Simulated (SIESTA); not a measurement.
TiC:

```xyz
2
Lattice="0.0000 2.1657 2.1657 2.1657 0.0000 2.1657 2.1657 2.1657 0.0000" Properties=species:S:1:pos:R:3 pbc="T T T"
Ti    0.0000    0.0000    0.0000
C     2.1657    2.1657    2.1657
```

The cell is a database's computed one.

Base run:

- Program: SIESTA 5.4.2
- Functional: PBEsol
- Potentials or basis: PseudoDojo 0.4 standard (PBEsol files)
- Basis: DZP (energy shift 0.003 Ry; two zetas on semicore shells)
- Grid cutoff: 800 Ry
- Energy shift: 0.003 Ry
- k mesh: 11 × 11 × 11
- Occupations: fermi-dirac, width 0.05 eV
- Spin: no spin polarisation

Its results: band gap on the k mesh none (metal or under the smearing width); pressure -5.4 GPa.

Task: The run is repeated on the same cell with these changes: functional from PBEsol to LDA; potentials or basis from PseudoDojo 0.4 standard (PBEsol files) to PseudoDojo 0.4 standard (LDA files). What comes out?

Result: Band gap on the k mesh none (metal or under the smearing width); pressure -11.1 GPa.

Caveats: the basis of atomic orbitals isn't converged, which shifts pressures, moduli and gaps.
